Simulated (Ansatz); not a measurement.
Squeezing and stretching Ge

Reference cell: a COD entry whose atoms were relaxed with PBE, the cell held.

Space group P4_32_12 (No. 96); a = 5.9300, c = 6.9800 Å.

```
site  Wyckoff  site symmetry       x       y       z
 Ge1       4a            ..2  0.0899  0.0899  0.0000
 Ge5       8b              1  0.1723  0.3691  0.2595
```

One atom of each set is listed.

Level of theory: DFT, PBE, plane waves and PAW, scalar-relativistic, 420 eV cutoff, Γ-centred 8×8×7 k-points, Fermi–Dirac smearing 0.02 eV (Ansatz 0.2.0).

The cell is scaled uniformly, and the ions relax again at each size.

| V/V₀ | pressure (GPa) | gap on the k-mesh (eV) |
| --- | --- | --- |
| 0.94 | 7.6 | 0.63 |
| 0.96 | 6.0 | 0.65 |
| 0.98 | 4.4 | 0.63 |
| 1.00 | 3.0 | 0.56 |
| 1.02 | 1.7 | 0.50 |
| 1.04 | 0.6 | 0.45 |
| 1.06 | ? | ? |

(1) Estimate the row at V/V₀ = 1.06 and the bulk modulus.

Answers

(1) pressure (GPa): -0.4; gap on the k-mesh (eV): 0.39. Worked: a parabola in ln(V/V₀) through the other 6 rows gives -0.5 GPa there. It crosses zero pressure at V/V₀ = 1.051, the equilibrium volume of this functional, where the bulk modulus is B = −dP/d ln V = 54 GPa. The shape of the cell is held, so in this non-cubic crystal both values are those of uniform scaling, and B is an upper bound to the hydrostatic one. The gap doesn't follow a straight line in the volume: it is largest at V/V₀ = 0.96 (0.65 eV) and smallest at 1.06 (0.39 eV).

PBE gaps are too small, by a third to a half in many semiconductors; their changes with volume are better.
